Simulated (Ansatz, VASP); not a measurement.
## Ti in VASP and in Ansatz

```
Ti
1.0
    -1.65741    1.64100    1.64100
     1.64100   -1.65741    1.64100
     1.64100    1.64100   -1.65741
Ti
1
Direct
  0.00000 0.00000 0.00000
```

Change from the starting cell: equal xy, yz and zx shear strains of -1 %, PAW files.

Alike in both runs: task electric field gradients; functional PBEsol; k mesh 14 × 14 × 14; occupations fermi-dirac, width 0.05 eV; no spin polarisation.

|  | VASP | Ansatz |
| --- | --- | --- |
| version | VASP 6.6.1 | Ansatz 0.2.0 |
| potentials or method | VASP PAW PBE potentials, release 64 (Ti_sv) | PAW with Ansatz's default frozen-core files, scalar-relativistic |
| plane-wave cutoff (eV) | 520 | 420 |
| valence electrons in the cell | 12 | 12 |

|  | VASP | Ansatz | Ansatz less VASP |
| --- | --- | --- | --- |
| pressure (GPa) | -6.8 | -6.7 | +0.18 |
| largest component of the traceless stress (GPa) | 0.33 | 0.34 | +0.005 |
| Vzz of the field gradient on the site that differs most (V/Å²) | 4.8 | 4.9 | +0.14 |

With one functional, cell and mesh, what is left measures potentials, basis and numerics.

Caveats: the PAW data sets were made with another functional, which shifts forces and pressure a little (VASP).
